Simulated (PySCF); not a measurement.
# Assignment exercise: C$_{3}$H$_{4}$N$_{2}$

Numbering as in the mapped SMILES `[cH:1]1[cH:2][nH:3][cH:4][n:5]1`; H(Xn) means a hydrogen on atom n.

Computed data (PySCF 2.14): shieldings: GIAO PBE0/pcSseg-1, couplings computed with B3LYP/pcJ-1, GFN2-xTB structure. In vacuum, single conformer, non-relativistic.

References, each an isolated molecule treated in the same way: ¹³C (186.93 ppm) and ¹H (31.72 ppm) vs TMS.

Question: Assign these signals to the numbered atoms. ¹³C{¹H} NMR (computed): δ 136.3 (CH), 134.8 (CH), 118.1 (CH).

Answer: 
136.3 → C4, aromatic CH between two ring heteroatoms
134.8 → C1, aromatic CH next to a ring nitrogen
118.1 → C2, aromatic CH next to a ring nitrogen

C4 and C1 lie closer than the usual error of such a calculation, so a measured spectrum could show them in the other order.

Question: Assign these signals to the numbered atoms. ¹H NMR (400 MHz, computed): δ 8.40 (br s, 1H), 7.43 (d, J = 1.3 Hz, 1H), 7.37 (d, J = 1.5 Hz, 1H), 6.97 (t, J = 1.4 Hz, 1H).

Answer: 
8.40 → H(N3), hydrogen on a pyrrole-type ring nitrogen: exchangeable; this is the value without hydrogen bonding to other molecules
7.43 → H(C4), hydrogen on an aromatic CH between two ring heteroatoms: ring-current deshielding
7.37 → H(C1), hydrogen on an aromatic CH next to a ring nitrogen: ring-current deshielding
6.97 → H(C2), hydrogen on an aromatic CH next to a ring nitrogen

H(C4) and H(C1) lie closer than the usual error of such a calculation, so a measured spectrum could show them in the other order.

Exchangeable OH/NH protons stand at their gas-phase positions; hydrogen bonding in a real sample shifts them, mostly to higher δ. Multiplet labels drop couplings under 1 Hz and merge nearly equal ones. Unscaled 3J(H,H) at this level run about 10 % above measured values. Shifts are as computed. Against solution values, carbons near 30 ppm lie about +3 ppm off and those near 130 ppm about +5 ppm. Of 1211 compounds with measured shifts, 218 miss one by over three times the rms of a fit or turn the order of signals round; such compounds aren't used in these exercises. Couplings to exchangeable protons are dropped.
